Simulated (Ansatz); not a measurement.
Something may be wrong with this Ansatz 0.2.0 calculation of Eu.

Contents of input.yaml:

```yaml
crystal:
  lattice:
    - [-2.303, 2.303, 2.303]
    - [2.303, -2.303, 2.303]
    - [2.303, 2.303, -2.303]
  atoms:
    - { symbol: Eu, position: [0.0, 0.0, 0.0], spin: -3.93 }
hamiltonian:
  xc: pbe
  pseudopotentials: { kind: paw }
  dispersion: d3bj
  hubbard: { sites: [{ species: Eu, l: g, u_eff: 30.0 }] }
magnetization:
  spin_polarized: true
kpoints:
  mp_grid: { grid: [6, 6, 6] }
scf:
  occupations: { method: gaussian, width: 0.1 }
  max_iter: 100
phonons:
  method: fd
  amplitude: 0.01
  supercell: [2, 2, 2]
```

Potentials or basis: Ansatz PAW.

The run is started by

```sh
$ ansatz run input.yaml --threads 1 --pin off --max-ram 2560MiB --backend cpu --events-out ev --progress --plain --runs-dir out
```

Output:

```text
Error: YAML parse error: error: line 12 column 12: hamiltonian.hubbard: unknown variant `g`, expected one of `s`, `p`, `d`, `f`
  --> <input>:12:12
   |
10 |   pseudopotentials: { kind: paw }
11 |   dispersion: d3bj
12 |   hubbard: { sites: [{ species: Eu, l: g, u_eff: 30.0 }] }
   |            ^ hamiltonian.hubbard: unknown variant `g`, expected one of `s`, `p`, `d`, `f`
13 | magnetization:
14 |   spin_polarized: true
   |
```

Question: What happened, and what is wrong with the input?

Answer: The input was rejected before any iteration. The input holds a flaw that was put in on purpose: a U on a shell that isn't there (hamiltonian.hubbard = {"sites": [{"species": "Eu", "l": "g", "u_eff": 30.0}]}).
